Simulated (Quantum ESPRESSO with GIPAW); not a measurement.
# 17O and 29Si NMR shieldings of stishovite-type SiO2 (P4_2/mnm) under biaxial strain, GIPAW with PBEsol

Residual strain in a dense SiO2 layer or compact shifts its NMR lines, and a shifted line can be mistaken for a change in composition or coordination. To use the lines as a strain gauge, we need the response of each nucleus and of its anisotropy. We calculated the 17O and 29Si shieldings of stishovite with equal strain along both axes normal to [001] and the length along [001] kept. Strain is counted from the starting cell, with tension positive. Shieldings are on the absolute scale, so a fall in shielding means a rise in chemical shift. The span, the largest minus the smallest principal value, measures the anisotropy.

## Computational details

One crystal, SiO2 (P4_2/mnm) (known phase (stishovite, formed under pressure)), strained from its starting cell (the cell of the entry); all shielding runs share files, cutoffs and k divisions. Shieldings by GIPAW with PBEsol in Quantum ESPRESSO with gipaw.x (a patched development version 8.0), plane-wave PAW files from pslibrary 1.0.0 recipes, scalar-relativistic cores, no spin-orbit coupling, no spin; in these runs cutoffs 55 Ry, k spacing 0.34 Å⁻¹ (2π included) or finer. The macroscopic shape term was treated afterwards and alike for all rows, whichever way its switch stood in a run: any printed term was subtracted, and where a column says so that of a sphere was added from the printed susceptibility. Static atoms. The first shell of a cation holds the anions within 1.2 times its shortest bond (1.3 for large cations, and wider where that leaves a large cation fewer than four or five); that of an anion holds the cations whose shells include it; covalently bonded atoms count in both. Relaxed geometries were made with pw.x of Quantum ESPRESSO (PBEsol), at cutoffs of 50 Ry, on the k meshes 4×4×6, 5×5×7. k meshes of the tabled runs: 5×5×7. In some ground-state or relaxation runs pw.x warned of eigenvalues not converged in a step; every run reached its self-consistency threshold.

Notes on method and selection:

- Shielding and shift run in opposite directions: δ ≈ σ(reference) − σ.
- Static lattice: no motional averaging.
- The dimensions named as kept were held fixed: no Poisson relaxation.
- Of the rows, the total energy is lowest at +0.75 % strain; zero strain is the starting cell.
- These shielding methods need a band gap: all members are semiconductors or insulators at this level. The paramagnetic part grows as the gap narrows, and semilocal functionals make gaps too small. Runs that missed the f-sum rule by more than 0.015 electrons for each three atoms, or whose printed susceptibility was strongly positive, were left out.
- Runs that did not converge, have known faults or may not be shown are not listed, and runs on Ansatz's PAW sets soft_1 and soft_2 are kept to separate tables.

Columns:

- strain (%): linear strain, positive for tension: equal strain in the plane normal to [001], length along [001] kept.
- bond length (Å): mean distance from O to its first shell.
- positions: atomic positions in the strained cell; all atoms were free to relax in every row, and "moved no atom" means that any shift was very small, not that the fractional coordinates are exactly those of the unstrained cell.
- σ(17O) (ppm): isotropic 17O shielding (bound to Si3, atom 3 of the cell), absolute scale, with the macroscopic shape term taken out.
- σ(29Si) (ppm): the same for 29Si (SiO6, atom 1).
- span, 17O (ppm): span of the 17O tensor, largest minus smallest principal value; the site is not axial about [001].
- span, 29Si (ppm): span of the 29Si tensor, largest minus smallest principal value; the site is not axial about [001].

Input lines of one member:

```
&inputgipaw
  job = 'nmr'
  prefix = 'x'
  tmp_dir = './tmp/'
  restart_mode = 'from_scratch'
  verbosity = 'low'
  q_gipaw = 0.01
  spline_ps = .true.
  conv_threshold = 1.0d-11
  use_nmr_macroscopic_shape = .false.
  pawproj(1) = .true.
  pawproj(2) = .true.
/
```

Command (options for logging and memory left out): `mpirun -np 4 gipaw.x -in nmr.in > nmr.out`

## The series

| member | strain (%) | bond length (Å) | positions | σ(17O) (ppm) | σ(29Si) (ppm) | span, 17O (ppm) | span, 29Si (ppm) |
| --- | --- | --- | --- | --- | --- | --- | --- |
| −1.5 % | −1.500 | ? | atoms relaxed in this cell | ? | ? | ? | ? |
| −1.12 % | −1.125 | 1.7628 | atoms relaxed in this cell | 136.70 | 508.15 | 59.98 | 23.15 |
| −0.75 % | −0.750 | 1.7668 | relaxation in this cell moved no atom | 135.19 | 507.24 | 61.00 | 22.09 |
| unstrained | 0.000 | 1.7746 | relaxation in this cell moved no atom | 132.12 | 505.31 | 63.31 | 21.87 |
| +0.375 % | 0.375 | 1.7785 | relaxation in this cell moved no atom | 130.56 | 504.29 | 64.55 | 22.03 |
| +0.75 % | 0.750 | 1.7824 | atoms relaxed in this cell | 128.98 | 503.22 | 65.94 | 22.26 |
| +1.5 % | 1.500 | 1.7902 | atoms relaxed in this cell | 125.80 | 500.98 | 68.89 | 22.95 |

Cells marked ? are withheld until the estimate has been made.

## Reading the trend

Both shieldings fall at every step from compression to tension. Between −1.125 % and +1.5 %, 17O changes by (125.80 − 136.70) / 2.625 = −4.15 ppm per % strain and 29Si by (500.98 − 508.15) / 2.625 = −2.73 ppm per %. Oxygen is therefore the more sensitive gauge of the two.

The mean Si–O bond lengthens by 0.0274 Å over the same range. The separately computed parts show that the fall comes mostly from the paramagnetic terms, while the core part stays constant. Theory gives a reason: longer bonds weaken the Si–O interaction and bring the empty antibonding levels closer to the filled oxygen levels. The magnetic field then mixes the two sets more easily, which deshields both nuclei.

The 17O span grows with tension, on average by (68.89 − 59.98) / 2.625 = 3.4 ppm per %. Geometry suggests why. One of the three Si–O bonds at oxygen lies in the strained plane and takes up the stretch directly, whereas the other two lean along the fixed [001] axis and stretch less. Tension thus changes the three bonds unequally.

The 29Si span behaves differently. It is smallest in the unstrained row, at 21.87 ppm, and larger on both sides, so it cannot give the sign of the strain. Its rise of 1.06 ppm from −0.75 % to −1.125 % is abrupt beside the 22.09 − 21.87 = 0.22 ppm between zero and −0.75 %. A change in which principal value is the extreme one could cause this, as could a small shift of the oxygen atoms on relaxation.

These slopes hold for a fixed [001] length. In a film free to contract along [001] under tension, the leaning bonds would lengthen less, and we expect a weaker isotropic response.

## Prediction

Plain estimates from the members shown:

- −1.5 %, mean of the 6 members shown: 131.56 ppm, standard deviation 3.7

The mean of the six members, 131.56 ppm, ignores a steady dependence on strain and would place the −1.5 % cell below its less compressed neighbours. We continue the curve instead. The cell keeps its structure type and coordination, and the bond length changes almost evenly with strain, so nothing in these columns argues for a break in the 17O shielding.

The slope is slightly shallower in compression than in tension, which calls for a parabola rather than a straight line. For rows spaced evenly by 0.75 %, a parabola through three of them gives the next as

σ(−1.5) = 3σ(−0.75) − 3σ(0) + σ(+0.75)

3 × 135.19 − 3 × 132.12 + 128.98 = 138.19 ppm.

The mirror image of this formula can be tried on the +1.5 % row: 3 × 128.98 − 3 × 132.12 + 135.19 = 125.77 ppm, against 125.80 ppm in the table, a miss of 0.03 ppm.

The −1.125 % row, which the parabola does not use, offers a check. The last step is 136.70 − 135.19 = 1.51 ppm, and repeating it gives 136.70 + 1.51 = 138.21 ppm, only 0.02 ppm higher. We keep the parabola, and combine the miss and this difference into the error: √(0.03² + 0.02²) ≈ 0.04 ppm.

**Committed estimate, −1.5 %: σ(17O) = 138.19 ± 0.04 ppm.**

## How the estimate fared

| member | strain (%) | bond length (Å) | positions | σ(17O) (ppm) | σ(29Si) (ppm) | span, 17O (ppm) | span, 29Si (ppm) |
| --- | --- | --- | --- | --- | --- | --- | --- |
| −1.5 % | −1.500 | 1.7588 | atoms relaxed in this cell | 138.17 | 509.03 | 59.02 | 24.27 |

| member | estimate | σ(17O) (ppm) | computed | estimate − computed | miss in error bars |
| --- | --- | --- | --- | --- | --- |
| −1.5 % | committed | 138.19 | 138.17 | +0.02 | 0.5 |
| −1.5 % | mean | 131.56 | 138.17 | −6.61 |  |

The estimate of 138.19 ppm lies 0.02 ppm above the computed 138.17 ppm, inside its error bar of 0.04 ppm. The mean of the other six members is 6.61 ppm too low, because it ignores the steady dependence on strain.

The argument from a smooth, slightly curved response held. The actual last step is 138.17 − 136.70 = 1.47 ppm, after 1.51 ppm for the step before, so the response goes on weakening under compression, as the parabola assumed.

The result fits a gradual change in the paramagnetic terms with no change of coordination. It does not tell us how much of that change is due to bond length and how much to bond angles, since both vary with the same strain.

## Exceptions

No row stands out in either isotropic shielding. For 17O, the unstrained value lies only about 0.1 ppm above the midpoint of the two end rows, (138.17 + 125.80) / 2 = 131.99 ppm, which reflects the gentle curvature of the whole series.

The 29Si span does depart from a smooth course, in the three compressed rows. A parabola through the rows at zero, +0.75 % and +1.5 % gives 3 × 21.87 − 3 × 22.26 + 22.95 = 21.78 ppm at −0.75 %, but the table has 22.09 ppm. That row therefore seems to lie already on the steep branch, which climbs by 1.06 ppm to −1.125 % and by another 24.27 − 23.15 = 1.12 ppm to −1.5 %. The slope then changes somewhere between zero and −0.75 %, and the smallest span probably lies there too, not exactly at zero strain. The small difference between those two rows, which we took above for a slow rise, hides this turn.

We also named a small shift of the oxygen atoms on relaxation as a possible cause, but the positions do not support it. The oxygen coordinate changes evenly with strain, also through the rows marked as having moved no atom, so that label does not set them apart from the others. A change in which principal value is the largest or smallest remains the likely reason. Symmetry fixes the three principal axes at silicon, so two principal values can cross freely. Each then varies smoothly with strain while the span changes slope abruptly. The individual principal values, which would confirm this, are not shown in the table.

## Closing remarks

From −1.5 % to +1.5 %, with the [001] length fixed, tension lowers both shieldings and widens the 17O span. A parabola through neighbouring rows gives a 17O shielding to a few hundredths of a ppm at this level of theory.

For use as a gauge, the mean 29Si slope is (500.98 − 509.03) / 3.000 = −2.68 ppm per %. At fixed [001] length, a 29Si line shifted up by 1 ppm therefore corresponds to about 1 / 2.68 = 0.37 % biaxial tension.

For 17O, the second-order quadrupolar shift is missing from these shieldings. At moderate fields it moves the observed line to lower shift by roughly tens of ppm, more than the 12.37 ppm range of the table, and must be removed before strain is read from the line. Zero-point and thermal motion should matter less, probably lowering the 17O shielding by a few ppm in much the same way in every row.

[Logs are printed without paths, hosts, clocks, repeated set-up lines and the standing remarks that a program may print on its own settings, such as how far it seeks lower states.]
